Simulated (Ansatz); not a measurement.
# CsCaF3 (001), CaF2 faces on Nb(100): work function and capacitance

How does CsCaF3 (001), CaF2 faces on Nb(100) act as a gate dielectric or work-function layer?

Method: plane-wave DFT, PBE-D3(BJ), Ansatz PAW, in Ansatz 0.2.0.

### Step 1. Starting point

The cell holds 10 atoms: 10 Nb. Cell: a = 4.520 Å, b = 4.520 Å, c = 24.771 Å, α = 90.0°, β = 90.0°, γ = 90.0°. Vacuum lies along c.

Coordinates:

```cif
data_structure
_symmetry_space_group_name_H-M 'P 1'
_symmetry_Int_Tables_number 1
_cell_length_a 4.5200
_cell_length_b 4.5200
_cell_length_c 24.7711
_cell_angle_alpha 90.000
_cell_angle_beta 90.000
_cell_angle_gamma 90.000
_cell_volume 506.08
loop_
_atom_site_label
_atom_site_type_symbol
_atom_site_fract_x
_atom_site_fract_y
_atom_site_fract_z
_atom_site_occupancy
Nb1 Nb 0.00000 0.00000 0.36333 1
Nb2 Nb 0.50000 0.50000 0.36333 1
Nb3 Nb 0.00000 0.50000 0.43166 1
Nb4 Nb 0.50000 0.00000 0.43166 1
Nb5 Nb 0.00000 0.00000 0.50000 1
Nb6 Nb 0.50000 0.50000 0.50000 1
Nb7 Nb 0.00000 0.50000 0.56834 1
Nb8 Nb 0.50000 0.00000 0.56834 1
Nb9 Nb 0.00000 0.00000 0.63667 1
Nb10 Nb 0.50000 0.50000 0.63667 1
```

### Step 2. The bare metal

The metal alone, strained to the film's lattice, gives the work function from which the change is counted. The dipole correction removes the false field that a one-sided slab makes across the periodic vacuum, so each face gets a flat vacuum level of its own.

input.yaml reads:

```yaml
crystal:
  lattice:
    - [4.52, 0.0, 0.0]
    - [0.0, 4.52, 0.0]
    - [0.0, 0.0, 24.7710549432]
  atoms:
    - { symbol: Nb, position: [0.0, 0.0, 0.3633272794] }
    - { symbol: Nb, position: [0.5, 0.5, 0.3633272794] }
    - { symbol: Nb, position: [0.0, 0.5, 0.4316636397] }
    - { symbol: Nb, position: [0.5, 0.0, 0.4316636397] }
    - { symbol: Nb, position: [0.0, 0.0, 0.5] }
    - { symbol: Nb, position: [0.5, 0.5, 0.5] }
    - { symbol: Nb, position: [0.0, 0.5, 0.5683363603] }
    - { symbol: Nb, position: [0.5, 0.0, 0.5683363603] }
    - { symbol: Nb, position: [0.0, 0.0, 0.6366727206] }
    - { symbol: Nb, position: [0.5, 0.5, 0.6366727206] }
kpoints:
  mp_grid: { grid: [8, 8, 1] }
hamiltonian:
  xc: pbe
  dispersion: d3bj
scf:
  occupations: { method: fermi_dirac, width: 0.1 }
  convergence: { dr2_threshold: 1.0e-09 }
efield:
  axis: 3
  dipole_correction: true
  ramp_position: 0.97
  ramp_width: 0.06
relax:
  f_tol: 0.01
  max_steps: 90
  constraints: [{ sites: [0, 1, 2, 3] }]
output:
  write_potential: true
  write_density: true
  volumetric_format: npy
```

Command:

```console
ansatz run input.yaml --threads 4 --pin off --max-ram 12288MiB --backend cpu --events-out ev --progress --plain --runs-dir out
```

Numbers of over 12 decimals in the logs are rounded to 6 here.

The log of the run:

```text
Engine: ansatz 0.2.0, aarch64-unknown-linux-gnu
Pseudopotentials: kind: paw
Pseudopotential: Nb, paw, valence charge 13, recommended cutoff 420 eV (normal), Nb.paw.azcp
Functional definition: PBE
  parameter kappa = 0.804
  parameter beta = 0.066725
  exchange = pbe_x(kappa = kappa, mu = beta*pi^2/3)
  correlation = pbe_c(beta = beta)
Crystal: 10 atoms, lattice volume = 506.083 Å³
Basis set: ecut = 420 eV, 9955 PW (Γ), exchange–correlation on 64×64×360 points (8 copies of the dense FFT grid, shifted against one another)
Bands: 78, of which v1, the nominal top of the filled ones, is band 65 counted from 1 (64 counted from 0)
Symmetry: 16 space group operations
k-points: 15 of 64
Non-local potential: Nb, projectors of the file, l = 0: 3, l = 1: 2, l = 2: 2, l = 3: 1
PAW form: soft (Blöchl's): semilocal exchange-correlation on the pseudo side does not see the compensation charge
PAW one-centre angular grid: Nb, 590 points (default); XC on 64 Gauss nodes
Initial density: superposition of atomic densities (neutral atoms: chi_scale 0, normalization atom), corrected by the library's trained network
Initial wavefunctions: pseudopotential atomic-orbital guess
Functional: x = pbe(κ = 0.804, μ = 0.219515), c = pbe(β = 0.066725)
SCF iter   1: F=—  HF=-45521.941524 eV  |F-HF|=—  |Δ(HF+E_count)|=         —  Δρ=9.58e-3  dr2=6.87e0  ethr=1.77e-3  p=0.000 e·Å  D=9.39e-14 V/Å  ΔV_dip=-0.00 eV  dr2_dipole=1.34e-8  V_vac-E_F(+/−)=4.17/4.17 eV  ⟨swp⟩=9.8  Hψ=5450  notcnv=0
efield: sawtooth ramp at fractional position 0.9700 (set: `efield.ramp_position`, or a place that a band, a saddle search or an elastic batch's reference lends), width 0.0600; the density the first Hamiltonian is built on has a dipole p = 0.000 e·Å; the dipole correction subtracts the counter field D = 9.39e-14 V/Å, which shifts the + side's vacuum level by -0.00 eV against the − side's; the planar-averaged density in the ramp window peaks in size at 1.9e-5 e/Å³
preconditioner: auto → LDOS  [metal: Δε(μ)=0.032 eV  Ē_g=3.017 eV  σ=0.100 eV  W_gap=0.08  n_scr=96 (ndim 8)  ℏωp=11.7 eV  f_vac=0.566  D(μ)=13.63/eV (n_scr^D=96)  β→1.0]
SCF iter   2: F=—  HF=-45521.750494 eV  |F-HF|=—  |Δ(HF+E_count)|=   1.91e-1  Δρ=4.95e-3  dr2=1.30e0  ethr=1.77e-3  p=-0.000 e·Å  D=-2.43e-6 V/Å  ΔV_dip=0.00 eV  dr2_dipole=3.60e-8  V_vac-E_F(+/−)=3.78/3.78 eV  ⟨swp⟩=3.0  Hψ=1711  notcnv=0
SCF iter   3: F=—  HF=-45521.711994 eV  |F-HF|=—  |Δ(HF+E_count)|=   3.85e-2  Δρ=7.61e-4  dr2=8.91e-3  ethr=1.00e-3  p=0.000 e·Å  D=2.54e-8 V/Å  ΔV_dip=-0.00 eV  dr2_dipole=1.87e-10  V_vac-E_F(+/−)=3.86/3.86 eV  ⟨swp⟩=2.1  Hψ=1365  notcnv=0
SCF iter   4: F=—  HF=-45521.715616 eV  |F-HF|=—  |Δ(HF+E_count)|=   3.62e-3  Δρ=4.09e-4  dr2=2.58e-3  ethr=6.85e-6  p=0.000 e·Å  D=4.19e-7 V/Å  ΔV_dip=-0.00 eV  dr2_dipole=1.77e-15  V_vac-E_F(+/−)=3.86/3.86 eV  ⟨swp⟩=2.8  Hψ=1657  notcnv=0
SCF iter   5: F=—  HF=-45521.715511 eV  |F-HF|=—  |Δ(HF+E_count)|=   1.05e-4  Δρ=1.23e-4  dr2=1.42e-4  ethr=1.99e-6  p=0.000 e·Å  D=3.35e-7 V/Å  ΔV_dip=-0.00 eV  dr2_dipole=1.74e-12  V_vac-E_F(+/−)=3.86/3.86 eV  ⟨swp⟩=2.0  Hψ=1534  notcnv=0
SCF iter   6: F=—  HF=-45521.715520 eV  |F-HF|=—  |Δ(HF+E_count)|=   8.89e-6  Δρ=3.40e-5  dr2=6.50e-5  ethr=1.09e-7  p=0.000 e·Å  D=1.19e-7 V/Å  ΔV_dip=-0.00 eV  dr2_dipole=2.43e-12  V_vac-E_F(+/−)=3.87/3.87 eV  ⟨swp⟩=3.1  Hψ=2030  notcnv=0
SCF iter   7: F=—  HF=-45521.715497 eV  |F-HF|=—  |Δ(HF+E_count)|=   2.26e-5  Δρ=1.04e-5  dr2=1.75e-6  ethr=5.00e-8  p=0.000 e·Å  D=9.13e-9 V/Å  ΔV_dip=-0.00 eV  dr2_dipole=3.52e-13  V_vac-E_F(+/−)=3.87/3.87 eV  ⟨swp⟩=2.1  Hψ=1297  notcnv=0
SCF iter   8: F=—  HF=-45521.715829 eV  |F-HF|=—  |Δ(HF+E_count)|=   3.32e-4  Δρ=4.62e-6  dr2=9.11e-7  ethr=1.35e-9  p=-0.000 e·Å  D=-1.28e-8 V/Å  ΔV_dip=0.00 eV  dr2_dipole=3.54e-14  V_vac-E_F(+/−)=3.87/3.87 eV  ⟨swp⟩=2.7  Hψ=1892  notcnv=0
SCF iter   9: F=—  HF=-45521.715830 eV  |F-HF|=—  |Δ(HF+E_count)|=   4.07e-8  Δρ=2.17e-6  dr2=7.88e-8  ethr=7.01e-10  p=-0.000 e·Å  D=-9.45e-9 V/Å  ΔV_dip=0.00 eV  dr2_dipole=9.12e-15  V_vac-E_F(+/−)=3.88/3.88 eV  ⟨swp⟩=2.2  Hψ=1574  notcnv=0
SCF iter  10: F=—  HF=-45521.715830 eV  |F-HF|=—  |Δ(HF+E_count)|=   9.97e-9  Δρ=7.36e-7  dr2=9.93e-9  ethr=6.06e-11  p=-0.000 e·Å  D=-6.74e-9 V/Å  ΔV_dip=0.00 eV  dr2_dipole=1.59e-14  V_vac-E_F(+/−)=3.88/3.88 eV  ⟨swp⟩=2.0  Hψ=1553  notcnv=0
SCF iter  11: F=-45521.715830 eV  HF=-45521.715830 eV  |F-HF|=4.95e-10  |Δ(HF+E_count)|=  5.09e-10  Δρ=1.97e-7  dr2=6.54e-10  ethr=1.00e-12  p=-0.000 e·Å  D=-3.16e-9 V/Å  ΔV_dip=0.00 eV  dr2_dipole=2.90e-15  V_vac-E_F(+/−)=3.88/3.88 eV  ⟨swp⟩=7.5  Hψ=8174  notcnv=0
SCF 1 converged in 11 iterations: F = -45521.715830 eV  dr2 = 6.54e-10
  greatest PAW one-centre occupation: 0.998 electrons in one spin orbital (limit 2), on the Nb atom at site 3 (counted from 0), in its partial waves of l = 0
relax step   1: F+E_penalty+E_count = -45521.71582954 eV  Δ(F+E_penalty+E_count) = +0.000e0 eV  max|allowed force component| = 7.560e-1 eV/Å  Δτ_max = 0.0000 Å  (11 SCF iters, accepted)
Initial density: handed on by an earlier stage of this run
Initial wavefunctions: those handed on with the density
iter 1 solved again at ethr=1.85e-3 eV; its pass at ethr=3.10e-3 eV (dr2=2.41e0 eV) is discarded
SCF iter   1: F=—  HF=-45521.991381 eV  |F-HF|=—  |Δ(HF+E_count)|=         —  Δρ=1.18e-2  dr2=2.89e0  ethr=1.85e-3  p=0.000 e·Å  D=1.63e-7 V/Å  ΔV_dip=-0.00 eV  dr2_dipole=2.38e-1  V_vac-E_F(+/−)=3.94/3.94 eV  ⟨swp⟩=1.2  Hψ=3836  notcnv=0
efield: sawtooth ramp at fractional position 0.9700 (set: `efield.ramp_position`, or a place that a band, a saddle search or an elastic batch's reference lends), width 0.0600; the density the first Hamiltonian is built on has a dipole p = 0.000 e·Å; the dipole correction subtracts the counter field D = 1.63e-7 V/Å, which shifts the + side's vacuum level by -0.00 eV against the − side's; the planar-averaged density in the ramp window peaks in size at 8.7e-7 e/Å³
preconditioner: auto → LDOS  [metal: Δε(μ)=0.033 eV  Ē_g=3.053 eV  σ=0.100 eV  W_gap=0.08  n_scr=96 (ndim 8)  ℏωp=11.7 eV  f_vac=0.569  D(μ)=12.98/eV (n_scr^D=96)  β→1.0]
SCF iter   2: F=—  HF=-45521.802470 eV  |F-HF|=—  |Δ(HF+E_count)|=   1.89e-1  Δρ=4.76e-3  dr2=2.19e-1  ethr=1.85e-3  p=0.024 e·Å  D=8.49e-3 V/Å  ΔV_dip=-0.21 eV  dr2_dipole=8.01e-4  V_vac-E_F(+/−)=3.68/3.89 eV  ⟨swp⟩=2.8  Hψ=1727  notcnv=0
SCF iter   3: F=—  HF=-45521.785357 eV  |F-HF|=—  |Δ(HF+E_count)|=   1.71e-2  Δρ=1.43e-3  dr2=3.80e-2  ethr=1.68e-4  p=0.017 e·Å  D=6.08e-3 V/Å  ΔV_dip=-0.15 eV  dr2_dipole=4.57e-4  V_vac-E_F(+/−)=3.75/3.90 eV  ⟨swp⟩=2.8  Hψ=1910  notcnv=0
[...]
SCF iter  10: F=-45521.824695 eV  HF=-45521.824695 eV  |F-HF|=4.95e-10  |Δ(HF+E_count)|=   5.68e-9  Δρ=2.55e-7  dr2=5.71e-10  ethr=1.00e-12  p=0.013 e·Å  D=4.70e-3 V/Å  ΔV_dip=-0.12 eV  dr2_dipole=5.44e-12  V_vac-E_F(+/−)=3.76/3.88 eV  ⟨swp⟩=7.1  Hψ=8217  notcnv=0
SCF 3 converged in 10 iterations: F = -45521.824695 eV  dr2 = 5.71e-10
relax step   3: F+E_penalty+E_count = -45521.82469457 eV  Δ(F+E_penalty+E_count) = -4.222e-2 eV  max|allowed force component| = 1.404e-1 eV/Å  Δτ_max = 0.0664 Å  (10 SCF iters, accepted)
[...]
relax step   4: F+E_penalty+E_count = -45521.82759520 eV  Δ(F+E_penalty+E_count) = -2.901e-3 eV  max|allowed force component| = 5.633e-2 eV/Å  Δτ_max = 0.0474 Å  (10 SCF iters, accepted)
SCF iter   1: F=—  HF=-45521.832073 eV  |F-HF|=—  |Δ(HF+E_count)|=         —  Δρ=1.63e-3  dr2=1.09e-1  ethr=1.25e-3  p=0.013 e·Å  D=4.55e-3 V/Å  ΔV_dip=-0.11 eV  dr2_dipole=1.94e-2  V_vac-E_F(+/−)=3.77/3.88 eV  ⟨swp⟩=2.1  Hψ=1569  notcnv=0
efield: sawtooth ramp at fractional position 0.9700 (set: `efield.ramp_position`, or a place that a band, a saddle search or an elastic batch's reference lends), width 0.0600; the density the first Hamiltonian is built on has a dipole p = 0.013 e·Å; the dipole correction subtracts the counter field D = 4.55e-3 V/Å, which shifts the + side's vacuum level by -0.11 eV against the − side's; the planar-averaged density in the ramp window peaks in size at 8.3e-7 e/Å³
preconditioner: auto → LDOS  [metal: Δε(μ)=0.003 eV  Ē_g=2.994 eV  σ=0.100 eV  W_gap=0.01  n_scr=96 (ndim 8)  ℏωp=11.7 eV  f_vac=0.567  D(μ)=14.15/eV (n_scr^D=104)  β→1.0]
SCF iter   2: F=—  HF=-45521.828620 eV  |F-HF|=—  |Δ(HF+E_count)|=   3.45e-3  Δρ=4.06e-4  dr2=3.76e-3  ethr=8.40e-5  p=0.015 e·Å  D=5.33e-3 V/Å  ΔV_dip=-0.13 eV  dr2_dipole=7.96e-5  V_vac-E_F(+/−)=3.75/3.88 eV  ⟨swp⟩=1.1  Hψ=1352  notcnv=0
SCF iter   3: F=—  HF=-45521.828774 eV  |F-HF|=—  |Δ(HF+E_count)|=   1.54e-4  Δρ=1.70e-4  dr2=7.81e-4  ethr=2.89e-6  p=0.014 e·Å  D=5.00e-3 V/Å  ΔV_dip=-0.12 eV  dr2_dipole=4.55e-5  V_vac-E_F(+/−)=3.76/3.88 eV  ⟨swp⟩=2.1  Hψ=1616  notcnv=0
SCF iter   4: F=—  HF=-45521.828727 eV  |F-HF|=—  |Δ(HF+E_count)|=   4.76e-5  Δρ=4.37e-5  dr2=2.38e-5  ethr=6.01e-7  p=0.014 e·Å  D=4.98e-3 V/Å  ΔV_dip=-0.12 eV  dr2_dipole=1.19e-7  V_vac-E_F(+/−)=3.76/3.88 eV  ⟨swp⟩=2.0  Hψ=1678  notcnv=0
SCF iter   5: F=—  HF=-45521.828716 eV  |F-HF|=—  |Δ(HF+E_count)|=   1.04e-5  Δρ=1.30e-5  dr2=2.96e-6  ethr=1.83e-8  p=0.014 e·Å  D=4.95e-3 V/Å  ΔV_dip=-0.12 eV  dr2_dipole=1.01e-9  V_vac-E_F(+/−)=3.76/3.88 eV  ⟨swp⟩=2.8  Hψ=1905  notcnv=0
SCF iter   6: F=—  HF=-45521.829040 eV  |F-HF|=—  |Δ(HF+E_count)|=   3.24e-4  Δρ=3.78e-6  dr2=2.21e-7  ethr=2.28e-9  p=0.014 e·Å  D=4.90e-3 V/Å  ΔV_dip=-0.12 eV  dr2_dipole=8.84e-8  V_vac-E_F(+/−)=3.76/3.88 eV  ⟨swp⟩=2.2  Hψ=1553  notcnv=0
SCF iter   7: F=—  HF=-45521.829040 eV  |F-HF|=—  |Δ(HF+E_count)|=   4.44e-8  Δρ=1.57e-6  dr2=2.90e-8  ethr=1.70e-10  p=0.014 e·Å  D=4.87e-3 V/Å  ΔV_dip=-0.12 eV  dr2_dipole=2.37e-9  V_vac-E_F(+/−)=3.76/3.88 eV  ⟨swp⟩=2.7  Hψ=2360  notcnv=0
SCF iter   8: F=—  HF=-45521.829040 eV  |F-HF|=—  |Δ(HF+E_count)|=   8.09e-9  Δρ=5.00e-7  dr2=5.02e-9  ethr=2.23e-11  p=0.014 e·Å  D=4.85e-3 V/Å  ΔV_dip=-0.12 eV  dr2_dipole=5.89e-10  V_vac-E_F(+/−)=3.76/3.88 eV  ⟨swp⟩=2.7  Hψ=2412  notcnv=0
SCF iter   9: F=-45521.829040 eV  HF=-45521.829040 eV  |F-HF|=1.16e-10  |Δ(HF+E_count)|=   1.66e-9  Δρ=1.94e-7  dr2=5.91e-10  ethr=1.00e-12  p=0.014 e·Å  D=4.85e-3 V/Å  ΔV_dip=-0.12 eV  dr2_dipole=6.37e-11  V_vac-E_F(+/−)=3.76/3.88 eV  ⟨swp⟩=9.4  Hψ=7546  notcnv=0
SCF 5 converged in 9 iterations: F = -45521.829040 eV  dr2 = 5.91e-10
relax step   5: F+E_penalty+E_count = -45521.82904001 eV  Δ(F+E_penalty+E_count) = -1.445e-3 eV  max|allowed force component| = 4.074e-3 eV/Å  Δτ_max = 0.0202 Å  (9 SCF iters, accepted)
NSCF: frozen V_eff on 15 k-points
the search or the solves at the SCF's close seem to have found levels that the self-consistency loop had missed (the run counts 1). By its estimate they hold 3.29e-10 electrons. The energies and the density leave them out; if the run goes on with those levels, later outputs use occupations computed again with them
WARN: The output density's exchange-correlation potential varies sharply where the density is thin. Do not read a vacuum level from v_tot or v_xc, or from such a field of the output density. On a cell that repeats whose density bears no net charge and no dipole along the vacuum's axis use v_es (v_loc + v_h of the components); under efield.dipole_correction with no amplitude use v_es + v_field, which holds any externa [...]
SCF converged after 9 iterations
Free energy (F): -45521.829040 eV
Harris-Foulkes:  -45521.829040 eV  (|F-HF|=1.16e-10)
Internal energy: -45521.360070 eV  (E = F + TS)
E sigma→0 (E₀):  -45521.594555 eV
Entropy (-TS):   -0.468970 eV (-46.897 meV/atom)
Fermi energy:    4.083948 eV
Dipole field:    D = 0.004843 V/Å  (p = 0.013546 e·Å, saw-weighted, corrected)
Work function:   Φ+ = 3.7607 eV   Φ− = 3.8807 eV
Levels:          The Fermi level and band energies are counted from a zero that moves with the ramp; work functions are not
--- Per-component energies (eV) ---
  E_band       = -2487.594742
  E_kinetic    = 3949.917968
  E_local      = -144043.467458  (includes V_loc(G=0)·N_el)
  E_nonlocal   = 1205.971154
  E_hartree    = 69802.164264
  E_xc         = -1751.931257
  E_vxc        = -2124.693936  (∫ρ·V_xc dr)
  E_paw        = -30736.276697  (= ΣΔE_a)
  E_vpaw       = -1079.675533  (= ΣTr[D̂ρ^β])
  E_aug_tail   = 0.000066  (compensation charges beyond the density's cutoff)
  E_efield     = 0.000033  (sawtooth field / dipole correction)
  E_vefield    = 0.020184  (∫n·V_field dr)
  E_ewald      = 56057.736933
  E_disp       = -5.475075  (pairwise vdW)
  E_smearing   = -0.468970  (= −TS)
  E_closure    = -0.000000  (closes the sum)
  Σ components = -45521.829040   (vs F -45521.829040, Δ=0.00e0)
--- Forces (eV/Å), atoms counted from 1 ---
  atom   1  Nb     0.00000000     0.00000000     0.86668173
  atom   2  Nb     0.00000000     0.00000000     0.86668173
  atom   3  Nb    -0.00000000     0.00000000    -0.86274083
  atom   4  Nb    -0.00000000     0.00000000    -0.86274083
  atom   5  Nb    -0.00000000     0.00000000    -0.00178049
  atom   6  Nb     0.00000000     0.00000000    -0.00178049
  atom   7  Nb     0.00000000     0.00000000     0.00191013
  atom   8  Nb     0.00000000    -0.00000000     0.00191013
  atom   9  Nb    -0.00000000     0.00000000    -0.00407401
  atom  10  Nb    -0.00000000     0.00000000    -0.00407401
  max |Σ_I F_I| component: 6.93e-6 eV/Å
--- Band table (eV; the first three rows and the last of 15) ---
  k-point 0: bands = [... 61 lower, 4.1473, 4.1627, 4.4340, 4.4340, 4.4708, 4.5306, 4.5306, 4.7729, ... 9 higher]
  k-point 1: bands = [... 61 lower, 4.0456, 4.1907, 4.2476, 4.3480, 4.3775, 4.3810, 4.5172, 4.7957, ... 9 higher]
  k-point 2: bands = [... 61 lower, 3.5752, 3.7584, 3.9114, 4.0705, 4.2438, 4.2991, 4.4387, 4.6804, ... 9 higher]
  k-point 14: bands = [... 61 lower, 3.6224, 3.6936, 3.6936, 3.9724, 3.9724, 4.4783, 4.4783, 4.8990, ... 9 higher]
--- Relaxed structure (5 steps of the walk, 5 accepted, 0 SCFs on fresh bases) ---
  F+E_penalty+E_count = -45521.82904001 eV   max|allowed force component| = 4.074e-3 eV/Å
  atoms:
    - { symbol: Nb, position: [0.0, 0.0, 0.363327] }
    - { symbol: Nb, position: [0.5, 0.5, 0.363327] }
    - { symbol: Nb, position: [0.0, 0.5, 0.431664] }
    - { symbol: Nb, position: [0.5, 0.0, 0.431664] }
    - { symbol: Nb, position: [0, 0, 0.499726] }
    - { symbol: Nb, position: [0.5, 0.5, 0.499726] }
    - { symbol: Nb, position: [0, 0.5, 0.568082] }
    - { symbol: Nb, position: [0.5, 0, 0.568082] }
    - { symbol: Nb, position: [0, 0, 0.630751] }
    - { symbol: Nb, position: [0.5, 0.5, 0.630751] }
```

Run time: 79 s. Hardware: 4 threads of Arm Neoverse V1, shared host; peak memory 1.2 GiB.

Relaxation path:

```tsv
step	energy less that of the first step (eV)	largest force component (eV/Å)
1	0.0000	0.7560
2	-0.0666	0.6354
3	-0.1089	0.1404
4	-0.1118	0.0563
5	-0.1132	0.0041
```

Forces are held to the 16 operations that the run works with; a distortion that breaks them can't arise in this run.

The atoms that moved most (Å):

```tsv
atom	dx	dy	dz	length
Nb9	0.000	0.000	-0.147	0.147
Nb10	0.000	0.000	-0.147	0.147
Nb5	0.000	0.000	-0.007	0.007
Nb6	0.000	0.000	-0.007	0.007
Nb7	0.000	0.000	-0.006	0.006
Nb8	0.000	0.000	-0.006	0.006
```

Numbers from this step:

| Property | Result |
| --- | --- |
| energy at zero smearing | -45521.5946 eV |
| work function, upper face | 3.761 eV |
| work function, lower face | 3.881 eV |
| dipole along the normal | 0.01355 e·Å |
| step between the vacuum levels | -0.1200 eV |

Running mean over 1.693 and then 4.52 Å of the planar mean; the ramp of the sawtooth is left out. The electron's electrostatic potential energy less the Fermi level by z:

```tsv
z (Å)	electron's electrostatic potential energy less the Fermi level (eV)
3.5	3.87
4.0	3.86
4.5	3.82
5.0	3.70
5.5	3.38
6.0	2.57
6.5	1.20
7.0	-0.459
7.5	-2.17
8.0	-3.88
8.5	-5.57
9.0	-7.24
9.5	-8.86
10.0	-10.3
10.5	-11.2
11.0	-11.6
11.5	-11.6
12.0	-11.7
12.5	-11.8
13.0	-11.9
13.5	-12.0
14.0	-11.7
14.5	-10.9
15.0	-9.64
15.5	-8.07
16.0	-6.42
16.5	-4.71
17.0	-2.89
17.5	-1.04
18.0	0.714
18.5	2.18
19.0	3.13
19.5	3.54
20.0	3.68
20.5	3.73
21.0	3.75
21.5	3.76
```

The relaxation took 5 steps and lowered the energy by 0.11 eV; the largest force on the free atoms ends at 0.0041 eV/Å.

The work function of the upper face is 3.76 eV.

[end of part 1 of 4]

[Logs are printed without paths, hosts, clocks, repeated set-up lines and the standing remarks that a program may print on its own settings, such as how far it seeks lower states.]

[Hosts, paths, dates, database ids (printed as entryN), source tags and the programs' standing remarks are cut or masked in the printed files.]

[Maps of the electrostatic potential energy from Ansatz leave out the sawtooth potential of an applied field or a dipole correction, so their vacuum need not be flat; planar profiles and work functions include it.]
